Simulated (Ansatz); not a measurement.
## ZrC in Ansatz: the effect of Hubbard term

Crystal: ZrC.

```xyz
2
Lattice="0.0000 2.3650 2.3650 2.3650 0.0000 2.3650 2.3650 2.3650 0.0000" Properties=species:S:1:pos:R:3 pbc="T T T"
Zr    2.3650    2.3650    2.3650
C     0.0000    0.0000    0.0000
```

Alike in all runs:

| Quantity | Value |
| --- | --- |
| Program | Ansatz 0.2.0 |
| Task | projected density of states |
| Functional | LDA |
| Potentials or basis | Ansatz PAW |
| Cutoff | 420 eV (not typed: the program's choice for these potentials) |
| k mesh | 10 × 10 × 10 |
| Occupations | fermi-dirac, width 0.05 eV |
| Spin | no spin polarisation |
| Hubbard projectors | ortho-atomic (the default) |
| Double counting | fll (the default) |

| Hubbard term | pressure (GPa) |
| --- | --- |
| none | -12.5 |
| Zr d U = 1 eV | -11.2 |
| Zr d U = 2 eV | -9.8 |
| Zr d U = 3 eV | -8.4 |
| Zr d U = 4 eV | -6.8 |
| Zr d U = 5 eV | ? |
| Zr d U = 6 eV | -3.2 |
| Zr d U = 8 eV | 1.2 |

Problem. What does the run with Hubbard term Zr d U = 5 eV give?

Solution. Pressure -5.1 GPa.

Worked out: A parabola through the other rows of the pressure, of slope 1.84 GPa per eV there, gives -5.0 GPa, against the run's -5.1.

Caveats: the PAW data sets come from PBE, with cores solved anew for the run's functional, which leaves a small shift of forces and pressure; the density of states is complete only up to the lowest level of the last band computed; U without spin polarisation on a metal has little footing (some runs); the U is typed as a test and isn't derived for this compound (some runs).
